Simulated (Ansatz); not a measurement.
One atom moved along a line in SiC

All numbers below come from Ansatz, DFT PBE, scalar-relativistic, plane waves, PAW. Cutoff 420 eV, Γ-centred 12×12×4 k-points, Gaussian smearing of 0.05 eV. No spin polarisation. Energies are free energies at this smearing, counted from the undisturbed cell; pressure is positive in compression.

The starting cell (relaxed at this level):

```
Si C
1.0
     3.09412    0.00000    0.00000
    -1.54706    2.67959    0.00000
     0.00000    0.00000   10.12934
Si C
4 4
Direct
  0.66667 0.33333 0.93784
  0.33333 0.66667 0.43784
  0.00000 0.00000 0.68790
  0.00000 0.00000 0.18790
  0.66667 0.33333 0.74981
  0.33333 0.66667 0.24981
  0.00000 0.00000 0.50045
  0.00000 0.00000 0.00045
```

Atom 3 (Si) is moved by x along the Cartesian unit vector (-0.500, -0.866, 0.000); the cell and all other atoms stay fixed.

| x (Å) | ΔE (meV/cell) |
| --- | --- |
| -0.4500 | 2102.6 |
| -0.2700 | 725.0 |
| -0.0900 | 78.7 |
| 0.0000 | 0.0 |
| 0.1350 | 177.8 |
| 0.1800 | 317.7 |
| 0.2250 | 499.6 |
| 0.3150 | 995.8 |
| 0.3600 | 1314.0 |
| 0.4050 | 1682.1 |

**Question.** Predict the force along x on the moved atoms (eV/Å) at each point.

**Answer.**
| x (Å) | force along x on the moved atoms (eV/Å) |
| --- | --- |
| -0.4500 | 9.95 |
| -0.2700 | 5.51 |
| -0.0900 | 1.75 |
| 0.0000 | 0.00 |
| 0.1350 | -2.65 |
| 0.1800 | -3.57 |
| 0.2250 | -4.52 |
| 0.3150 | -6.54 |
| 0.3600 | -7.62 |
| 0.4050 | -8.75 |

Cost: 10 runs of about 3.4 core-minutes in all, on Intel Xeon 6975P-C (Granite Rapids) (shared hosts).